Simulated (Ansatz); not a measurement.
Wanted: the native input for an Ansatz 0.2.0 run.

```
Task                : single point
Functional          : PBE
Potentials or basis : all-electron LAPW, scalar-relativistic
Cutoff              : 247 eV (chosen from the basis error)
Basis error allowed : 0.001 eV/atom
k mesh              : 9 × 9 × 9
Occupations         : fermi-dirac, width 0.05 eV
Spin                : no spin polarisation
```

GaAs:

```
Ga As
1.0
     0.00000    2.69589    2.69589
     2.69589    0.00000    2.69589
     2.69589    2.69589    0.00000
Ga As
1 1
Direct
  0.00000 0.00000 0.00000
  0.50000 0.50000 0.50000
```

The cell was built by a generator and needn't be a form met in nature.

One way to write it, as run:

input.yaml

```yaml
crystal:
  lattice:
    - [0.0, 2.69589, 2.69589]
    - [2.69589, 0.0, 2.69589]
    - [2.69589, 2.69589, 0.0]
  atoms:
    - { symbol: Ga, position: [0.0, 0.0, 0.0] }
    - { symbol: As, position: [0.5, 0.5, 0.5] }
kpoints:
  mp_grid: { grid: [9, 9, 9] }
scf:
  occupations: { method: fermi_dirac, width: 0.05 }
hamiltonian:
  xc: pbe
  pseudopotentials: { kind: all_electron, lapw: { basis_error: 0.001 } }
output:
  forces: true
  stress: true
  eigenvalues: true
  populations: true
```

Potentials or basis: all-electron LAPW, scalar-relativistic.

Command:

```bash
$ ansatz run input.yaml --threads 1 --pin off --max-ram 3072MiB --backend cpu --events-out ev --progress --plain --runs-dir out
```

It gave:

The pressure is 0.0 GPa and the band gap on the k mesh is none (metal or under the smearing width).

Run time: 9.9 s on 1 thread of Arm Neoverse V1, on a shared host, peak memory 0.3 GiB.
